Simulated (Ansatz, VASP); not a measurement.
This is a calculation of MnS for Ansatz 0.2.0.

Contents of input.yaml:

```yaml
crystal:
  lattice:
    - [1.8299960138, 1.0565486912, 2.9709202777]
    - [-1.8299960138, 1.0565486912, 2.9709202777]
    - [0.0, -2.1130973823, 2.9709202777]
  atoms:
    - { symbol: Mn, position: [0.0, 0.0, 0.0], spin: 4.0 }
    - { symbol: S, position: [0.5, 0.5, 0.5] }
hamiltonian:
  xc: pbe
  pseudopotentials: { kind: paw }
magnetization:
  spin_polarized: true
kpoints:
  mp_grid: { grid: [9, 9, 9] }
scf:
  occupations: { method: fermi_dirac, width: 0.05 }
output:
  forces: true
  stress: true
  eigenvalues: true
```

Potentials or basis: Ansatz PAW.

The run is started by

```bash
$ ansatz run input.yaml --threads 2 --pin off --max-ram 5120MiB --backend cpu --events-out ev --progress --plain --runs-dir out
```

Question: Set up the same calculation for VASP 6.6.1. Potentials there: VASP PAW PBE potentials, release 64 (Mn_pv, S).

Answer: As run (the cutoff follows the program's own potentials):

File INCAR:

```
SYSTEM = MnS
PREC = Accurate
ENCUT = 520
EDIFF = 1E-7
ISMEAR = -1
SIGMA = 0.05
LREAL = .False.
LASPH = .True.
NELM = 100
ALGO = Normal
ISIF = 2
LWAVE = .False.
LCHARG = .False.
ISPIN = 2
MAGMOM = 4 0
LORBIT = 11
LMAXMIX = 4
GGA = PE
NBANDS = 20
```

KPOINTS

```
Automatic mesh
0
Gamma
  9 9 9
  0 0 0
```

The input POSCAR:

```
MnS
1.0
    1.8299960138      1.0565486912      2.9709202777
   -1.8299960138      1.0565486912      2.9709202777
    0.0000000000     -2.1130973823      2.9709202777
Mn S
1 1
Direct
    0.0000000000      0.0000000000      0.0000000000
    0.5000000000      0.5000000000      0.5000000000
```

Potentials or basis: VASP PAW PBE potentials, release 64 (Mn_pv, S).

Run with:

```console
$ cat potpaw_PBE.64/Mn_pv/POTCAR potpaw_PBE.64/S/POTCAR > POTCAR
$ mpirun -np 1 vasp_std > vasp.out
```

Both were run:

|  | VASP | Ansatz | Ansatz less VASP |
| --- | --- | --- | --- |
| gap on the k mesh at the Fermi level (eV) | none | none | - |
| pressure (GPa) | -1.6 | -1.6 | -0.01 |
| largest component of the traceless stress (GPa) | 0.30 | 0.30 | 0.000 |
| net moment per atom (μB) | 2.33 | 2.33 | -0.001 |
| size of the moment on the site where the two differ most (μB) | 4.22 | 4.16 | -0.059 |

Site moments also hang on the region over which each program counts them. A gap of «none» marks a metal or a gap that the smearing closes. With one functional, cell and mesh, what is left measures potentials, basis and numerics. The two sets of potentials don't hold the same shells in valence.

Caveats: a cell with one magnetic atom can't hold antiferromagnetic order, which such compounds often take; semilocal functionals often make such compounds metallic where correlation or magnetic order opens a gap, which also shifts bond lengths. With open d or f shells a metallic result of PBE can be an artefact of self-interaction; +U or a hybrid may open a gap.
